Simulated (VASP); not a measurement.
A calculation with VASP 6.6.1 of Tc (native input, structure from a POSCAR):

File INCAR:

```
  ALGO = Fast
  EDIFF = 1E-7
  ENCUT = 550
  ISIF = 2
  ISMEAR = 0
  LASPH = T
  LCHARG = T
  LELF = T
  LREAL = F
  LVHAR = T
  LWAVE = F
  NBANDS = 22
  NELM = 60
  PREC = Accurate
  SIGMA = 0.05
```

KPOINTS

```
k-points
0
Gamma
  11 11 6
```

File POSCAR:

```
Tc
1.0
    2.7400000000      0.0000000000      0.0000000000
   -1.3700000000      2.3729096064      0.0000000000
    0.0000000000      0.0000000000      4.3980000000
Tc
2
Direct
    0.6666666667      0.3333333333      0.7500000000
    0.3333333333      0.6666666667      0.2500000000
```

Potentials or basis: VASP PAW LDA potentials, release 64 (Tc_sv_GW).

The run is started by

```sh
$ cat potpaw_LDA.64/Tc_sv_GW/POTCAR > POTCAR
$ mpirun -np 1 vasp_std > vasp.out
```

Task: Write the same calculation in another form: ASE script, structure from a CIF.

Result: As run:

The input run.py:

```python
from ase.calculators.vasp import Vasp
from ase.dft.bandgap import bandgap
from ase.io import read

atoms = read('Tc.cif', primitive_cell=True, subtrans_included=False)
calc = Vasp(
    directory='calc',
    xc='lda',
    pp='LDA',
    setups='gw',
    prec='Accurate',
    encut=550,
    ediff=1e-07,
    ismear=0,
    sigma=0.05,
    lreal=False,
    lasph=True,
    nelm=60,
    algo='Normal',
    isif=2,
    lwave=False,
    lcharg=False,
    kpts=[11, 11, 6],
    gamma=True,
)
atoms.calc = calc

print('energy (eV):', atoms.get_potential_energy())
print('free energy (eV):', atoms.get_potential_energy(force_consistent=True))
print('forces (eV/A):')
print(atoms.get_forces())
print('stress (eV/A^3, Voigt):', atoms.get_stress())
print('Fermi level (eV):', calc.get_fermi_level())
gap, top, bottom = bandgap(calc)
print('band gap (eV):', gap, 'from (spin, k, band)', top, 'to', bottom)
```

Tc.cif

```cif
data_Tc
_cell_length_a 2.74000000
_cell_length_b 2.74000000
_cell_length_c 4.39800000
_cell_angle_alpha 90.00000000
_cell_angle_beta 90.00000000
_cell_angle_gamma 120.00000000
_space_group_name_H-M_alt 'P6_3/mmc'
_space_group_name_Hall '-P 6c 2c'
_space_group_IT_number 194
loop_
_space_group_symop_operation_xyz
'x,y,z'
'-x,-y,-z'
'x-y,x,z+1/2'
'-x+y,-x,-z+1/2'
'-y,x-y,z'
'y,-x+y,-z'
'-x,-y,z+1/2'
'x,y,-z+1/2'
'-x+y,-x,z'
'x-y,x,-z'
'y,-x+y,z+1/2'
'-y,x-y,-z+1/2'
'-y,-x,-z+1/2'
'y,x,z+1/2'
'-x,-x+y,-z'
'x,x-y,z'
'-x+y,y,-z+1/2'
'x-y,-y,z+1/2'
'y,x,-z'
'-y,-x,z'
'x,x-y,-z+1/2'
'-x,-x+y,z+1/2'
'x-y,-y,-z'
'-x+y,y,z'
loop_
_atom_site_label
_atom_site_type_symbol
_atom_site_symmetry_multiplicity
_atom_site_Wyckoff_symbol
_atom_site_fract_x
_atom_site_fract_y
_atom_site_fract_z
_atom_site_occupancy
Tc1 Tc 2 c 0.6666666667 0.3333333333 0.7500000000 1
```

Potentials or basis: VASP PAW LDA potentials, release 64 (Tc_sv_GW).

The run is started by

```sh
$ python run.py
```

Both were run:

|  | native input, structure from a POSCAR | ASE script, structure from a CIF |
| --- | --- | --- |
| Pressure | -12.9 GPa | -12.9 GPa |
| Band gap on the k mesh | none (metal or under the smearing width) | none (metal or under the smearing width) |

Keys that steer only the numerical path or the files written may differ.
